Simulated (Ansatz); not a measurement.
Input and command of a plane-wave DFT calculation in Ansatz:

```yaml
crystal:
  lattice:
    - [0.0, 3.237486, 3.2456]
    - [3.253714, 0.0, 3.2456]
    - [3.253714, 3.237486, 0.0]
  atoms:
    - { symbol: Sn, position: [0.5, 0.5, 0.5] }
    - { symbol: Sn, position: [0.75, 0.75, 0.75] }
basis:
  ecutwfc: 420
kpoints:
  mp_grid: { grid: [12, 12, 12] }
hamiltonian:
  xc: pbe
scf:
  occupations: { method: gaussian, width: 0.15 }
output:
  forces: true
  stress: true
  eigenvalues: true
```

```bash
ansatz run input.yaml --threads 1 --pin off --max-ram 2560MiB --backend cpu --events-out ev --progress --plain --runs-dir out
```

Processor: Intel(R) Xeon(R) Platinum 8259CL CPU @ 2.50GHz (Skylake/Cascade Lake), 1 thread, on a host shared with other jobs.

Question: Estimate time, memory and problem size.

Answer: About 18 s on 1 thread of Intel(R) Xeon(R) Platinum 8259CL CPU @ 2.50GHz (Skylake/Cascade Lake), with other jobs on the host, peak memory 0.57 GiB. It solves 18 bands at 280 k points (the mesh reduced by symmetry) with about 1363 plane waves, in 7 SCF iterations.
